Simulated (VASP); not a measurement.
**Results of a VASP single-point calculation on Mg₂Ge (strained antifluorite)**

POSCAR

```
Ge Mg
 1.0000000000000000
     0.0000000000000000    3.1512702252000002    3.1512702252000002
     3.1512702252000002    0.0000000000000000    3.1512702252000002
     3.1512702252000002    3.1512702252000002    0.0000000000000000
 Ge  Mg
   1   2
Cartesian
  0.0000000000000000  0.0000000000000000  0.0000000000000000
  1.5756351126000001  1.5756351126000001  1.5756351126000001
  4.7269053377999999  4.7269053377999999  4.7269053377999999
```

| Item | Value |
| --- | --- |
| gap between bands v and c | 0.11 eV |
| least direct gap | 1.26 eV |

Band v is the last that the valence electrons fill when counted band by band, and c is the next. Levels in eV from the top of v:

| point | v−1 | v | c | c+1 |
| --- | --- | --- | --- | --- |
| Γ | 0.00 | 0.00 | 1.26 | 2.90 |
| X | -2.06 | -2.06 | 0.11 | 0.63 |
| K | -3.60 | -1.72 | 0.74 | 3.22 |
| L | -0.75 | -0.75 | 1.17 | 2.80 |
| W | -3.75 | -2.79 | 2.80 | 3.85 |

Task: Which of these levels of theory gave these results?
A. PBE with spin–orbit coupling
B. PBEsol
C. PBE0
D. r²SCAN
E. LDA
F. PBE
G. HSE06

Result: F.

The INCAR was:

```
ENCUT = 520
IBRION = -1
GGA = PE
EDIFF = 1E-7
NELM = 120
LWAVE = .FALSE.
LREAL = .FALSE.
PREC = Accurate
LCHARG = .FALSE.
ISMEAR = -1
NBANDS = 16
LASPH = .TRUE.
ISIF = 2
NSW = 0
SIGMA = 0.02
```
